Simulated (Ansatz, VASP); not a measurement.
**Two plane-wave programs on Rh**

File INCAR:

```
SYSTEM = Rh
PREC = Accurate
ENCUT = 520
EDIFF = 1E-7
ISMEAR = 0
SIGMA = 0.1
LREAL = .FALSE.
LASPH = .TRUE.
NELM = 60
ALGO = Normal
ISIF = 2
LWAVE = .FALSE.
LCHARG = .FALSE.
GGA = PS
NBANDS = 14
```

File KPOINTS:

```
regular mesh
0
G
  8 8 8
  0 0 0
```

Contents of POSCAR:

```
Rh
1.0
    0.0000000000      1.8978500000      1.8978500000
    1.8978500000      0.0000000000      1.8978500000
    1.8978500000      1.8978500000      0.0000000000
Rh
1
Direct
    0.0000000000      0.0000000000      0.0000000000
```

Input for Ansatz:

```yaml
crystal:
  lattice:
    - [0.0, 1.89785, 1.89785]
    - [1.89785, 0.0, 1.89785]
    - [1.89785, 1.89785, 0.0]
  atoms:
    - { symbol: Rh, position: [0.0, 0.0, 0.0] }
basis:
  ecutwfc: 420
kpoints:
  mp_grid: { grid: [8, 8, 8] }
hamiltonian:
  xc: pbesol
scf:
  occupations: { method: gaussian, width: 0.1 }
output:
  forces: true
  stress: true
  eigenvalues: true
```

The cell was built by a generator and needn't be a form met in nature.

Alike in both runs: task single point; functional PBEsol; k mesh 8 × 8 × 8; occupations gaussian, width 0.1 eV; no spin polarisation.

|  | VASP | Ansatz |
| --- | --- | --- |
| version | VASP 6.6.1 | Ansatz 0.2.0 |
| potentials or method | VASP PAW PBE potentials, release 64 (Rh_pv) | scalar-relativistic, plane waves, PAW |
| plane-wave cutoff (eV) | 520 | 420 |
| valence electrons in the cell | 15 | 17 |

```tsv
	VASP	Ansatz	Ansatz less VASP
gap on the k mesh at the Fermi level (eV)	none	none	-
pressure (GPa)	-2.7	-2.7	+0.06
```

A gap of «none» marks a metal or a gap that the smearing closes. The two sets of potentials don't hold the same shells in valence.

Caveats: the PAW data sets were made with another functional, which shifts forces and pressure a little (VASP).
